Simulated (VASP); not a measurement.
Here is a VASP 6.6.1 calculation.

The input INCAR:

```
ALGO = Normal
EDIFF = 1E-6
ENCUT = 520
GGA = PS
GGA_COMPAT = F
ISIF = 2
ISMEAR = -1
IVDW = 12
LASPH = T
LCHARG = T
LORBIT = 11
LORBMOM = T
LREAL = F
LSORBIT = T
LVHAR = T
LWAVE = F
MAGMOM = 0 0 0
NBANDS = 17
NELM = 150
PREC = Accurate
SIGMA = 0.01
```

The input KPOINTS:

```
k-points
0
Gamma
  7 7 7
```

File POSCAR:

```
Te
1.0
    2.3658245768      1.3659094563      1.7348940964
   -2.3658245768      1.3659094563      1.7348940964
    0.0000000000     -2.7318189126      1.7348940964
Te
1
Direct
    0.5000000000      0.5000000000      0.5000000000
```

Potentials or basis: VASP PAW PBE potentials, release 64 (Te).

Command:

```sh
$ cat potpaw_PBE.64/Te/POTCAR > POTCAR
$ mpirun -np 1 vasp_ncl > vasp.out
```

(1) Estimate the pressure.

(2) Predict the dispersion energy per atom.

Answers

(1) -5.6 GPa.

(2) -0.412 eV.

Caveat: the PAW data sets were made with another functional, which shifts forces and pressure a little.
